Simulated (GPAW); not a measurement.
# Ni (Fm-3m) in GPAW: a series of runs, part 2 of 2

GPAW 26.7.0. The steps go on from the part before.

### Step 4. Magnons, LDA, collinear spin, ferromagnetic start

This run uses another cell than the first one, of 10.91 Å³/atom, 1.040 times its volume.

run.py reads:

```python
import numpy as np
from ase.dft.bandgap import bandgap
from ase.io import read, write
from gpaw import GPAW, PW
from gpaw.response import ResponseContext, ResponseGroundStateAdapter
from gpaw.response.chiks import ChiKSCalculator
from gpaw.response.heisenberg import calculate_fm_magnon_energies
from gpaw.response.localft import LocalFTCalculator
from gpaw.response.mft import IsotropicExchangeCalculator
from gpaw.response.site_kernels import SphericalSiteKernels

atoms = read('Ni.xyz')
atoms.set_initial_magnetic_moments([2.0])

calc = GPAW(mode=PW(500),
            xc='LDA',
            kpts={'size': (11, 11, 11), 'gamma': True},
            occupations={'name': 'fermi-dirac', 'width': 0.05},
            nbands=17,
            convergence={'density': 0.0001},
            maxiter=150,
            txt='gpaw.txt')
atoms.calc = calc
energy = atoms.get_potential_energy()
calc.write('gs.gpw')
write('result.traj', atoms)
print(f'Energy: {energy:.6f} eV')
print('Moments:', calc.get_magnetic_moments().round(3))
print('Fermi level:', round(calc.get_fermi_level(), 4), 'eV')
print(f'Gap: {bandgap(calc)[0]:.4f} eV, direct: {bandgap(calc, direct=True)[0]:.4f} eV')

dense = calc.fixed_density(kpts={'size': (14, 14, 14), 'gamma': True},
                           nbands=32, convergence={'bands': 26, 'eigenstates': 1e-12},
                           update_fermi_level=True, maxiter=300, txt='dense.txt')
dense.write('dense.gpw', mode='all')

sites = [0]
moments = calc.get_magnetic_moments()[sites]
q_qc = np.array([[0.0, 0.0, 0.0], [0.0714285714, 0.0, 0.0], [0.1428571429, 0.0, 0.0], [0.2142857143, 0.0, 0.0], [0.5, 0.0, 0.0], [0.0714285714, 0.0714285714, 0.0], [0.1428571429, 0.1428571429, 0.0], [0.2142857143, 0.2142857143, 0.0], [0.5, 0.5, 0.0]])
gs = ResponseGroundStateAdapter.from_gpw_file('dense.gpw')
context = ResponseContext(txt='mft.txt')
chiks = ChiKSCalculator(gs, context, ecut=150, nbands=26, gammacentered=True)
exchange = IsotropicExchangeCalculator(chiks, LocalFTCalculator.from_rshe_parameters(gs, context))
kernels = SphericalSiteKernels(atoms.positions[sites], [[1.183] * len(sites)])
J_qab = np.array([exchange(q_c, kernels)[..., 0] for q_c in q_qc])
E_qn = calculate_fm_magnon_energies(J_qab, q_qc, moments)
np.savetxt('exchange.dat', np.c_[q_qc, 1000 * J_qab.real.reshape((len(q_qc), -1))], fmt='%.4f')
np.savetxt('magnons.dat', np.c_[q_qc, 1000 * E_qn.real], fmt='%.4f')
for q_c, E_n in zip(q_qc, E_qn):
    print(q_c.round(4), 'magnon energies (meV):', (1000 * E_n.real).round(2))
```

Ni.xyz reads:

```xyz
1
Lattice="0.0000000000 1.7604383569 1.7604383569 1.7604383569 0.0000000000 1.7604383569 1.7604383569 1.7604383569 0.0000000000" Properties=species:S:1:pos:R:3 pbc="T T T"
Ni     0.0000000000      0.0000000000      0.0000000000
```

Potentials or basis: the program's PAW data sets (release 1.2.1) made for this functional, pw.

On the command line:

```bash
$ OMP_NUM_THREADS=1 python run.py
```

gpaw.txt:

```text
__  _  _
 | _ |_)|_||  |
 |__||  | ||/\| - 26.7.0

Input parameters:
  mode=PW(ecut=500.0),
  convergence={'density': 0.0001},
  kpts=MonkhorstPack(size=(11, 11, 11), gamma=True),
  maxiter=150,
  nbands=17,
  occupations=Occupations(name='fermi-dirac', width=0.05),
  xc=XC(name='LDA')

Diagonalizing LCAO Hamiltonian
Converting LCAO to pw mode

       Ni

Atoms  # Å, Bohr magnetons
|   | symbol |        x |        y |        z |    initial magnetic moments |
|---|--------|----------|----------|----------|-----------------------------|
| 0 |     Ni | 0.000000 | 0.000000 | 0.000000 | ( 0.0000,  0.0000,  2.0000) |

Unit cell  # Å
| periodic |        x |        y |        z |  lengths |    angles |
|----------|----------|----------|----------|----------|-----------|
|      yes | 0.000000 | 1.760438 | 1.760438 | 2.489636 | 60.000000 |
|      yes | 1.760438 | 0.000000 | 1.760438 | 2.489636 | 60.000000 |
|      yes | 1.760438 | 1.760438 | 0.000000 | 2.489636 | 60.000000 |

Number of symmetries: 48
Symmetry operations  # r_c * U_cc + t_c -> r_c
|    | kind |            matrix            |
|----|------|------------------------------|
|  0 |  σ   |  1, 0, 0,  1, 0,-1,  1,-1, 0 |
|  1 |  C2  |  1, 0, 0,  1,-1, 0,  1, 0,-1 |
|  2 |  E   |  1, 0, 0,  0, 1, 0,  0, 0, 1 |
|  3 |  σ   |  1, 0, 0,  0, 0, 1,  0, 1, 0 |
|  4 |  C4  |  1, 0,-1,  1, 0, 0,  1,-1, 0 |
|  5 |  S6  |  1, 0,-1,  1,-1, 0,  1, 0, 0 |
|  6 |  σ   |  1, 0,-1,  0, 1,-1,  0, 0,-1 |
|  7 |  C3  |  1, 0,-1,  0, 0,-1,  0, 1,-1 |
[... 144 lines left out ...]
- Maximum [total energy] change in last 3 cyles: 0.0005 eV / valence electron
- Maximum integral of absolute [eigenst]ate change: 4e-08 eV^2 / valence electron
maximum number of iterations: 150

SCF iterations
|iter     | |      energy | eigst |  dens |  magmom |
|---------|-|-------------|-------|-------|---------|
|iter:   1| |   -8.046518 | -0.08 |       |  +2.0015|
|iter:   2| |   -8.073000 | -3.18 | -1.11 |  +1.9482|
|iter:   3| |   -8.327724 | -2.95 | -1.13 |  +1.1601|
|iter:   4| |   -8.385650 | -3.52 | -1.57 |  +0.6441|
|iter:   5| |   -8.389494 | -4.49 | -2.07 |  +0.5406|
|iter:   6| |   -8.388869c| -5.31 | -2.20 |  +0.5282|
|iter:   7| |   -8.389284c| -4.82 | -2.33 |  +0.5815|
|iter:   8| |   -8.389330c| -6.76 | -3.14 |  +0.5711|
|iter:   9| |   -8.389328c| -8.59c| -3.67 |  +0.5742|
|iter:  10| |   -8.389328c| -8.07c| -4.16c|  +0.5741|

Converged in 10 steps
Energy contributions relative to reference atoms: (reference = -41300.595870)

Energy contributions:
  Kinetic:           3.461233
  Coulomb:          -1.946380
  Zero:              0.061246
  External:          0.000000
  Xc:               -9.958427
  Entropy:          -0.013999
  Spinorbit:         0.000000
  ----------------------------
  Free energy:      -8.396328
  Extrapolated:     -8.389328

dipole moment: (-7.252589, -7.252589, -7.252589)  # |e|*Ang

Total magnetic moment: (0.000000, 0.000000, 0.574118)

Local magnetic moments
|        x |        y |        z |
|----------|----------|----------|
| 0.000000 | 0.000000 | 0.603785 |  # Ni   0

Fermi level: 8.043
Eigenvalues  # (at kpt = [0.000, 0.000, 0.000])
| band index |      eig [eV] | occ [0-1] |      eig [eV] | occ [0-1] |
|------------|---------------|-----------|---------------|-----------|
|          0 |       -55.436 |     1.000 |       -54.720 |     1.000 |
|          1 |       -55.436 |     1.000 |       -54.720 |     1.000 |
|          2 |       -55.436 |     1.000 |       -54.720 |     1.000 |
|          3 |        -1.114 |     1.000 |        -1.095 |     1.000 |
|          4 |         5.641 |     1.000 |         6.260 |     1.000 |
|          5 |         5.641 |     1.000 |         6.260 |     1.000 |
[... 9 lines left out ...]
|         15 |        37.891 |     0.000 |        38.060 |     0.000 |
|         16 |        41.490 |     0.000 |        41.426 |     0.000 |

No gap
No difference between direct/indirect transitions
# Writing to gs.gpw (mode='')
```

Wall time 3.2 min (1 thread of Arm Neoverse V2, shared host); peak memory 0.27 GiB.

Results:

- Free energy: -8.3963 eV
- Band gap on the k mesh: none (metal or under the smearing width)
- Net moment: 0.57 μB per cell
- Site moments: Ni +0.60 μB

Caveat: the number of bands moves the energies at small q by some ten meV; the exchange constants hang on this mesh and on the site radius; magnon energies are noisy on this mesh; the stock nickel data set gives pressures a few GPa off other programs.

### Step 5. Summary

| cell | site radius | gap on the mesh (eV) | moment (μB) |
| --- | --- | --- | --- |
| Fm-3m, 10.49 Å³/atom | 1.167 | none | 0.57 |
| Fm-3m, 10.7 Å³/atom | 1.175 | none | 0.57 |
| Fm-3m, 10.91 Å³/atom | 1.183 | none | 0.57 |

Alike in all rows: task magnons; level LDA; potentials or basis the program's PAW data sets (release 1.2.1) made for this functional, pw; spin collinear, ferromagnetic start; k mesh 11 × 11 × 11; cutoff (eV) 500; smearing fermi-dirac 0.05 eV.

Every run on the cell as given and a fine mesh finds a metal.

Caveats: the number of bands moves the energies at small q by some ten meV; the exchange constants hang on this mesh and on the site radius; magnon energies are noisy on this mesh; the stock nickel data set gives pressures a few GPa off other programs.

Absolute energies hang on the potentials; compare differences alone.
